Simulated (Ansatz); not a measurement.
# TiO2: strain energy, fitted

TiO2, P4_2/mnm, a = 4.597 Å, c = 2.993 Å. The compound has several low-lying forms, and this is one of them. Ansatz: r2SCAN+U, PAW, 500 eV, Γ-centred 6×6×8 mesh on 6 atoms, Gaussian smearing 0.02 eV; U_eff Ti 4.00 eV; no spin polarisation. Series: equal strain along all axes, cell held, atoms relaxed; x is the strain in per cent. y is the free energy over the unstrained cell, V0 = 10.544 Å³/atom.

```tsv
x (%)	y (meV/atom)
-4.5	?
-3.0	69.96
-1.5	16.59
0.0	0.00
1.5	14.99
3.0	56.85
4.5	121.36
```

Question: Fit y = c2 x² + c3 x³ to the other rows, turn c2 into a modulus, and predict the missing energy.

Answer: Least squares on the rows shown. y = 7.0545 x² − 0.23690 x³. In eV per unit strain² c2 is 70.55; the stiffness is B for this strain (E = 9/2 B V0 ε², shape held): 2 × 70.55 × 160.2 / (9 × 10.544) = 238 GPa. At x = -4.5 the fit asked for gives 164.44 meV/atom. The run gave 165.89 meV/atom, so the fit is 1.45 meV/atom too low, 0.87 % of the span of the series, against an rms of 0.13 meV/atom on the fitted rows. The row lies outside the fitted range. With a term in x⁴ added, a fit to the same known rows predicts 165.60 meV/atom, so most of the miss is curvature that the known rows already hold.